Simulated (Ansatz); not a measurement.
## What moves the pressure of Si?

```yaml
crystal:
  lattice:
    - [-2.25100, 2.36850, 1.27500]
    - [2.25100, -2.36850, 1.27500]
    - [2.25100, 2.36850, -1.27500]
  atoms:
    - { symbol: Si, position: [0.80700, 0.55700, 0.25000] }
    - { symbol: Si, position: [0.19300, 0.44300, 0.75000] }
```

Atom numbers follow the list: Si1, Si2.

The geometry is COD entry 9011656, unchecked; take it as a test cell.

Theory: DFT, PBE, all-electron LAPW, scalar-relativistic (Ansatz 0.2.0).

Sampling and basis: a Γ-centred 16×16×16 k mesh, Fermi–Dirac smearing of 0.05 eV, basis error target 0.5 meV/atom, no spin polarisation.

In this reference run the pressure is 15.7 GPa (positive in compression). Each change below is made alone, on the same k mesh, with fractional coordinates held unless an atom is moved; x, y and z are the Cartesian axes.

(1) One change shifts the pressure by -3.3 GPa. Which?
A. xy engineering shear strain of +3 %
B. volume scaled by 0.98
C. functional lda
D. volume scaled by 1.02
E. volume scaled by 1.01
F. volume scaled by 1.025

Results:

(1) D. The others give: functional lda, -4.9 GPa; volume scaled by 0.98, +3.7 GPa; volume scaled by 1.025, -4.1 GPa; volume scaled by 1.01, -1.7 GPa; xy engineering shear strain of +3 %, 0.0 GPa.
